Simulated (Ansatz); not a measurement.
The system is CuO (Tenorite).

```xyz
4
Lattice="2.3418 -1.7113 0.0000 2.3418 1.7113 0.0000 -0.8500 0.0000 5.0579" Properties=species:S:1:pos:R:3 pbc="T T T"
Cu    0.7459   -0.8557    2.5289
Cu    1.1709    0.8557    0.0000
O     1.7043    0.2793    3.7934
O     2.1293   -0.2793    1.2645
```

- Program: Ansatz 0.2.0
- Task: relaxation of cell and atoms
- Functional: PBEsol
- Dispersion: D4
- Potentials or basis: Ansatz PAW
- Cutoff: 420 eV (not typed: the program's choice for these potentials)
- k mesh: 10 × 10 × 5
- Occupations: fermi-dirac, width 0.05 eV
- Spin: no spin polarisation

At the start: volume 10.13 Å³/atom.

Problem. Where does the relaxation end?

Solution. It ends after 24 steps and the volume is 10.51 Å³/atom (+3.7 %); space group P4_2/mmc (No. 131, to 0.05 Å).

Step by step:
| step | energy change (eV) | largest force (eV/Å) | volume (Å³) |
| --- | --- | --- | --- |
| 1 | 0.0000 | 0.3606 | 40.54 |
| 2 | -0.0254 | 0.2837 | 40.22 |
| 3 | -0.0592 | 0.0158 | 40.06 |
| 4 | -0.0666 | 0.0135 | 40.60 |
| 5 | -0.0707 | 0.0113 | 41.17 |
| 6 | -0.0731 | 0.0021 | 41.17 |
| 7 | -0.0736 | 0.0006 | 41.15 |
| 8 | -0.0927 | 0.0010 | 41.15 |
| 9 | -0.1019 | 0.0037 | 41.55 |
| 10 | -0.1021 | 0.0199 | 41.90 |
| 11 | -0.1031 | 0.0022 | 41.76 |
| 12 | -0.1030 | 0.0002 | 41.78 |
| 13 | -0.1125 | 0.0013 | 41.78 |
| 14 | -0.1153 | 0.0019 | 41.94 |
| 15 | -0.1153 | 0.0002 | 41.98 |
| 16 | -0.1153 | 0.0006 | 41.97 |
| 17 | -0.1178 | 0.0002 | 41.97 |
| 18 | -0.1184 | 0.0008 | 42.01 |
| 19 | -0.1184 | 0.0008 | 42.02 |
| 20 | -0.1190 | 0.0006 | 42.02 |
| 21 | -0.1191 | 0.0002 | 42.02 |
| 22 | -0.1191 | 0.0002 | 42.02 |
| 23 | -0.1191 | 0.0000 | 42.03 |
| 24 | -0.1191 | 0.0001 | 42.03 |

Final structure:
```
Cu O
1.0
     2.03069   -2.02908    0.15820
     2.03069    2.02908    0.15820
    -0.39541    0.00000    5.06883
Cu O
2 2
Cartesian
  0.8176 -1.0145 2.6135
  1.0153 1.0145 0.0791
  1.7341 0.0001 3.9598
  1.9318 -0.0001 1.4254
```

Caveat: the plane-wave basis is chosen anew once the cell has moved, so the energies of steps on either side of that aren't comparable; the pressure holds a Pulay correction of +0.7 GPa for the finite cutoff; the run has no spin polarisation, though such a crystal can be magnetic; pairwise dispersion overbinds metals, which lowers pressure and volume; the PAW data sets come from PBE, with cores solved anew for the run's functional, which leaves a small shift of forces and pressure.
